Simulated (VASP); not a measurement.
# KCl (Sylvite) (Fm-3m) in VASP: notebook

Runs on KCl (Sylvite). Level: PBEsol. Tasks: single point.

Program: VASP 6.6.1. These are calculated values, not measurements. Logs are shortened: lines on timing, memory, paths and dates and some standing lists are left out, and cuts for length are marked.

**Measured values to compare with.**

From a printed reference work, monograph, for a bulk crystal of KCl: band gap 8.68 eV.

How close the calculation comes is told below.

**1. The cell of the first run**

Symmetry: Fm-3m, No. 225, cubic system. Conventional cell: a = 6.201 Å, b = 6.201 Å, c = 6.201 Å, α = 90.00°, β = 90.00°, γ = 90.00°. Within 4.1 Å of K (site symmetry m-3m) lie 6 Cl at 3.10 Å. Cl (site symmetry m-3m) has 6 K at 3.10 Å within 4.1 Å.

**2. Single point, PBEsol (volume scaled by 0.98)**

Input file INCAR:

```
SYSTEM = KCl
PREC = Accurate
ENCUT = 500
EDIFF = 1E-6
ISMEAR = 0
SIGMA = 0.01
LREAL = .FALSE.
LASPH = .TRUE.
NELM = 120
ALGO = Normal
ISIF = 2
LWAVE = .FALSE.
LCHARG = .FALSE.
GGA = PS
NBANDS = 15
GGA_COMPAT = .FALSE.
```

Input file KPOINTS:

```
regular mesh
0
G
  6 6 6
  0 0 0
```

Input file POSCAR:

```
KCl
1.0
    0.0000000000      3.1006365896      3.1006365896
    3.1006365896      0.0000000000      3.1006365896
    3.1006365896      3.1006365896      0.0000000000
K Cl
1 1
Direct
    0.0000000000      0.0000000000      0.0000000000
    0.5000000000      0.5000000000      0.5000000000
```

Potentials or basis: VASP PAW PBE potentials, release 64 (K_sv, Cl).

The run is started by

```
$ cat potpaw_PBE.64/K_sv/POTCAR potpaw_PBE.64/Cl/POTCAR > POTCAR
$ mpirun -np 1 vasp_std > vasp.out
```

OUTCAR:

```text
SYSTEM = KCl
   PREC = Accurate
   ENCUT = 500
   EDIFF = 1E-6
   ISMEAR = 0
   LREAL = .FALSE.
   LASPH = .TRUE.
   NELM = 120
   ISIF = 2
   GGA = PS

 ion  position               nearest neighbor table
   1  0.000  0.000  0.000-   2 3.10   2 3.10   2 3.10   2 3.10   2 3.10   2 3.10
   2  0.500  0.500  0.500-   1 3.10   1 3.10   1 3.10   1 3.10   1 3.10   1 3.10

  LATTYP: Found a face centered cubic cell.
 ALAT       =     6.2012731792

  Lattice vectors:

 A1 = (   0.0000000000,   3.1006365896,   3.1006365896)
 A2 = (   3.1006365896,   0.0000000000,   3.1006365896)
 A3 = (   3.1006365896,   3.1006365896,   0.0000000000)

Analysis of symmetry for initial positions (statically):
=====================================================================
 Subroutine PRICEL returns:
 Original cell was already a primitive cell.

 Routine SETGRP: Setting up the symmetry group for a
 face centered cubic supercell.

 Subroutine GETGRP returns: Found 48 space group operations
 (whereof 48 operations were pure point group operations)
 out of a pool of 48 trial point group operations.

The static configuration has the point symmetry O_h .

Analysis of symmetry for dynamics (positions and initial velocities):
=====================================================================
 Subroutine PRICEL returns:
 Original cell was already a primitive cell.

 Routine SETGRP: Setting up the symmetry group for a
 face centered cubic supercell.

 Subroutine GETGRP returns: Found 48 space group operations
 (whereof 48 operations were pure point group operations)
 out of a pool of 48 trial point group operations.

The dynamic configuration has the point symmetry O_h .

 Subroutine INISYM returns: Found 48 space group operations
 (whereof 48 operations are pure point group operations),
 and found     1 'primitive' translations

----------------------------------------------------------------------------------------

                                     Primitive cell

  volume of cell :      59.6187

  direct lattice vectors                    reciprocal lattice vectors
     0.000000000  3.100636590  3.100636590    -0.161257208  0.161257208  0.161257208
     3.100636590  0.000000000  3.100636590     0.161257208 -0.161257208  0.161257208
     3.100636590  3.100636590  0.000000000     0.161257208  0.161257208 -0.161257208

  length of vectors
     4.384962317  4.384962317  4.384962317     0.279305678  0.279305678  0.279305678

  position of ions in fractional coordinates (direct lattice)
     0.000000000  0.000000000  0.000000000
     0.500000000  0.500000000  0.500000000

  ion indices of the primitive-cell ions
   primitive index   ion index
                 1           1
                 2           2

----------------------------------------------------------------------------------------

 KPOINTS: regular mesh

Automatic generation of k-mesh.
 Grid dimensions read from file:
 generate k-points for:    6    6    6

 Generating k-lattice:

  Cartesian coordinates                     Fractional coordinates (reciprocal lattice)
    -0.026876201  0.026876201  0.026876201     0.166666667  0.000000000  0.000000000
     0.026876201 -0.026876201  0.026876201     0.000000000  0.166666667  0.000000000
     0.026876201  0.026876201 -0.026876201     0.000000000  0.000000000  0.166666667

  Length of vectors
     0.046550946  0.046550946  0.046550946

  Shift w.r.t. Gamma in fractional coordinates (k-lattice)
     0.000000000  0.000000000  0.000000000

 Subroutine IBZKPT returns following result:
 ===========================================

 Found     16 irreducible k-points:

 Following reciprocal coordinates:
            Coordinates               Weight
  0.000000  0.000000  0.000000      1.000000
  0.166667  0.000000  0.000000      8.000000
  0.333333  0.000000  0.000000      8.000000
  0.500000  0.000000  0.000000      4.000000
  0.166667  0.166667  0.000000      6.000000
  0.333333  0.166667  0.000000     24.000000
[... 8 lines left out ...]
 -0.333333  0.333333  0.166667     24.000000
 -0.333333  0.500000  0.166667     12.000000
   k-points           NKPTS =     16   k-points in BZ     NKDIM =     16   number of bands    NBANDS=     15
   number of dos      NEDOS =    301   number of ions     NIONS =      2
   total plane-waves  NPLWV =  32768
   dimension x,y,z NGX =    32 NGY =   32 NGZ =   32
   dimension x,y,z NGXF=    64 NGYF=   64 NGZF=   64
   ions per type =               1   1
   NGX,Y,Z   is equivalent  to a cutoff of  12.13, 12.13, 12.13 a.u.
   NGXF,Y,Z  is equivalent  to a cutoff of  24.26, 24.26, 24.26 a.u.
 SYSTEM =  KCl
   PREC   = accura    normal or accurate (medium, high low for compatibility)
   ISTART =      0    job   : 0-new  1-cont  2-samecut
   ICHARG =      2    charge: 1-file 2-atom 10-const
   ISPIN  =      1    spin polarized calculation?
   LNONCOLLINEAR =      F non collinear calculations
   LSORBIT =      F    spin-orbit coupling
   LASPH  =      T    aspherical Exc in radial PAW
   ENCUT  =  500.0 eV  36.75 Ry    6.06 a.u.   7.99  7.99  7.99*2*pi/ulx,y,z
   NELM   =    120;   NELMIN=  2; NELMDL= -5     # of ELM steps
   EDIFF  = 0.1E-05   stopping-criterion for ELM
   LREAL  =      F    real-space projection
   EDIFFG = 0.1E-04   stopping-criterion for IOM
   NSW    =      0    number of steps for IOM
   IBRION =     -1    ionic relax: 0-MD 1-quasi-New 2-CG
   NFREE  =      0    steps in history (QN), initial steepest desc. (CG)
   ISIF   =      2    stress and relaxation
   ISYM   =      2    0-nonsym 1-usesym 2-fastsym
   POTIM  = 0.5000    time-step for ionic-motion
   TEBEG  =    0.0;   TEEND  =   0.0 temperature during run
   PSTRESS=    0.0 pullay stress
   NELECT =      16.0000    total number of electrons
   NUPDOWN=      -1.0000    fix difference up-down
   EMIN   =  10.00;   EMAX   =-10.00  energy-range for DOS
   EFERMI =   0.00;   METHOD = LEGACY
   ISMEAR =     0;   SIGMA  =   0.01  broadening in eV -4-tet -1-fermi 0-gaus
   EFERMI_NEDOS =   21; number of points for ismear=-14 and -15
   IALGO  =     38    algorithm
   IMIX   =      4    mixing-type and parameters
     AMIX     =   0.40;   BMIX     =  1.00
     AMIX_MAG =   1.60;   BMIX_MAG =  1.00
  volume/ion in A,a.u.               =      29.81       201.16
  Fermi-wavevector in a.u.,A,eV,Ry     =   1.055976  1.995505 15.171651  1.115085
  Thomas-Fermi vector in A             =   2.191194
   LORBIT       =      0    0 simple, 1 ext, 2 COOP (PROOUT), +10 PAW based schemes
   GGA     = PS    functional components
   LHFCALC =     F    Hartree Fock is set to
   AEXX    =    0.0000 exact exchange contribution
   IVDW    =     0    specifies the selected vdW correction
   LEPSILON=     F    determine dielectric tensor
   LRPA    =     F    only Hartree local field effects (RPA)
 non-spin polarized calculation
 Gauss-broadening in eV      SIGMA  =   0.01
  energy-cutoff  :      500.00
  volume of cell :       59.62
 maximum number of plane-waves:      1527
   NGX = 15   NGY = 15   NGZ = 15

 number of electron      15.9999999 magnetization

 Free energy of the ion-electron system (eV)
  ---------------------------------------------------
  ext. energy  EPLUGINS =         0.00000000
  ---------------------------------------------------
  free energy    TOTEN  =        -7.02085533 eV

  energy without entropy =       -7.02085533  energy(sigma->0) =       -7.02085533

 E-fermi :  -1.6703     XC(G=0):  -7.9123

 val. band max:       -1.7265904949   @ k =   0.0000   0.0000   0.0000
 cond. band min:       3.4382659374   @ k =   0.0000   0.0000   0.0000
 fundamental gap:      5.1648564324
 Fermi energy:        -1.6703064736

 k-point     1 :       0.0000    0.0000    0.0000
  band No.  band energies     occupation
      1     -28.6671      2.00000
      2     -13.8709      2.00000
      3     -12.1945      2.00000
      4     -12.1945      2.00000
      5     -12.1945      2.00000
      6      -1.7266      2.00000
      7      -1.7266      2.00000
      8      -1.7266      2.00000
      9       3.4383      0.00000
     10       6.5806      0.00000
     11       6.5806      0.00000
     12       6.5806      0.00000
     13       7.4942      0.00000
     14       7.4942      0.00000
     15      11.1641      0.00000

 k-point     2 :       0.1667    0.0000    0.0000
  band No.  band energies     occupation
      1     -28.6636      2.00000
      2     -13.9265      2.00000
      3     -12.1973      2.00000
      4     -12.1973      2.00000
      5     -12.1235      2.00000
      6      -2.0779      2.00000
      7      -1.8253      2.00000
      8      -1.8253      2.00000
      9       4.1075      0.00000
     10       6.3999      0.00000
     11       6.9441      0.00000
     12       6.9441      0.00000
     13       7.8984      0.00000
     14       7.8984      0.00000
     15      12.1753      0.00000

 k-point     3 :       0.3333    0.0000    0.0000
  band No.  band energies     occupation
      1     -28.6566      2.00000
      2     -14.0268      2.00000
      3     -12.2026      2.00000
      4     -12.2026      2.00000
      5     -11.9915      2.00000
      6      -2.6493      2.00000
      7      -2.0108      2.00000
      8      -2.0108      2.00000
      9       5.3355      0.00000
     10       6.5207      0.00000
     11       7.9343      0.00000
     12       7.9343      0.00000
     13       8.9164      0.00000
     14       8.9164      0.00000
     15      11.3464      0.00000

 k-point     4 :       0.5000    0.0000    0.0000
  band No.  band energies     occupation
      1     -28.6530      2.00000
      2     -14.0727      2.00000
      3     -12.2053      2.00000
      4     -12.2053      2.00000
      5     -11.9293      2.00000
      6      -2.8943      2.00000
      7      -2.0984      2.00000
      8      -2.0984      2.00000
      9       5.8188      0.00000
     10       6.9274      0.00000
     11       8.8919      0.00000
     12       8.8919      0.00000
     13       9.7300      0.00000
     14       9.7300      0.00000
     15      10.5089      0.00000
[... 163 lines left out ...]
 k-point    14 :       0.5000    0.3333    0.1667
  band No.  band energies     occupation
      1     -28.6522      2.00000
      2     -13.9359      2.00000
      3     -12.2704      2.00000
      4     -12.2378      2.00000
      5     -12.0782      2.00000
      6      -2.5587      2.00000
      7      -2.0808      2.00000
      8      -2.0535      2.00000
      9       5.6792      0.00000
     10       6.1469      0.00000
     11       8.2260      0.00000
     12       8.9047      0.00000
     13       9.0559      0.00000
     14       9.3414      0.00000
     15      10.2675      0.00000

 k-point    15 :      -0.3333    0.3333    0.1667
  band No.  band energies     occupation
      1     -28.6499      2.00000
      2     -13.9211      2.00000
      3     -12.2896      2.00000
      4     -12.2674      2.00000
      5     -12.0699      2.00000
      6      -2.5110      2.00000
      7      -2.2047      2.00000
      8      -2.1210      2.00000
      9       6.1689      0.00000
     10       6.4224      0.00000
     11       8.1285      0.00000
     12       8.3855      0.00000
     13       9.6010      0.00000
     14      10.2431      0.00000
     15      10.3085      0.00000

 k-point    16 :      -0.3333    0.5000    0.1667
  band No.  band energies     occupation
      1     -28.6490      2.00000
      2     -13.8375      2.00000
      3     -12.3440      2.00000
      4     -12.2902      2.00000
      5     -12.1363      2.00000
      6      -2.3421      2.00000
      7      -2.1970      2.00000
      8      -2.1132      2.00000
      9       5.4027      0.00000
     10       7.1965      0.00000
     11       7.4506      0.00000
     12       8.5507      0.00000
     13       9.3175      0.00000
     14      10.1490      0.00000
     15      10.7563      0.00000

------------------------ aborting loop because EDIFF is reached ----------------------------------------

  FORCE on cell =-STRESS in cart. coord.  units (eV):
  Direction    XX          YY          ZZ          XY          YZ          ZX
  --------------------------------------------------------------------------------------
  -------------------------------------------------------------------------------------
  Total        0.1633843      0.1633843      0.1633843      0.0000000      0.0000000      0.0000000
  in kB        4.3907456      4.3907456      4.3907456      0.0000000      0.0000000      0.0000000
  external PRESSURE =       4.3907456 kB  Pullay stress =       0.0000000 kB

 VOLUME and BASIS-vectors are now :
 -----------------------------------------------------------------------------
  energy-cutoff  :      500.00
  volume of cell :       59.62
      direct lattice vectors                 reciprocal lattice vectors
     0.000000000  3.100636590  3.100636590    -0.161257208  0.161257208  0.161257208
     3.100636590  0.000000000  3.100636590     0.161257208 -0.161257208  0.161257208
     3.100636590  3.100636590  0.000000000     0.161257208  0.161257208 -0.161257208

 POSITION                                       TOTAL-FORCE (eV/Angst)
 -----------------------------------------------------------------------------------
      0.00000      0.00000      0.00000         0.000000     -0.000000     -0.000000
      3.10064      3.10064      3.10064        -0.000000      0.000000      0.000000
 -----------------------------------------------------------------------------------
    total drift:                                0.000000     -0.000000     -0.000000

  FREE ENERGIE OF THE ION-ELECTRON SYSTEM (eV)
  ---------------------------------------------------
  free  energy   TOTEN  =        -7.0208553283 eV

  energy  without entropy=       -7.0208553283  energy(sigma->0) =       -7.02085533
```

It took 5.3 s on 1 thread of Intel Xeon 6975P-C (Granite Rapids), shared host; peak memory 0.17 GiB.

Results:

* Free energy: -7.0209 eV
* Pressure: 0.4 GPa
* Band gap on the k mesh: 5.16 eV, direct

Caveat: the PAW data sets were made with another functional, which shifts forces and pressure a little.

(Continued in part 2 of 2.)
